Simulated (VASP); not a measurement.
A run of VASP 6.6.1:

Contents of INCAR:

```
PREC = Accurate
ENCUT = 600
EDIFF = 1E-6
ISMEAR = 0
SIGMA = 0.03
LREAL = F
LASPH = T
NELM = 150
ALGO = Normal
ISIF = 3
LWAVE = F
LCHARG = F
ISPIN = 2
MAGMOM = 1 0
LORBIT = 11
LMAXMIX = 4
GGA = PE
IBRION = 2
NSW = 90
EDIFFG = -0.01
AMIX = 0.2
BMIX = 1E-4
AMIX_MAG = 0.8
BMIX_MAG = 1E-4
KPAR = 2
```

KPOINTS

```
Automatic mesh
0
Gamma
  8 8 8
```

The input POSCAR:

```
CuI
1.0
    0.0000000000      3.0315000000      3.0315000000
    3.0315000000      0.0000000000      3.0315000000
    3.0315000000      3.0315000000      0.0000000000
Cu I
1 1
Direct
    0.2500000000      0.2500000000      0.2500000000
    0.0000000000      0.0000000000      0.0000000000
```

Potentials or basis: VASP PAW PBE potentials, release 64 (Cu, I).

Command:

```bash
$ cat potpaw_PBE.64/Cu/POTCAR potpaw_PBE.64/I/POTCAR > POTCAR
$ mpirun -np 2 vasp_std > vasp.out
```

Hardware: 2 MPI ranks on Intel(R) Xeon(R) 6975P-C (Granite Rapids), with other jobs on the host.

Q: Estimate the wall time of this run.

A: It took 52 s on 2 MPI ranks on Intel(R) Xeon(R) 6975P-C (Granite Rapids), on a shared host, peak memory 0.26 GiB a rank. Counts: scf iterations 31, k points 29, ion steps 3.
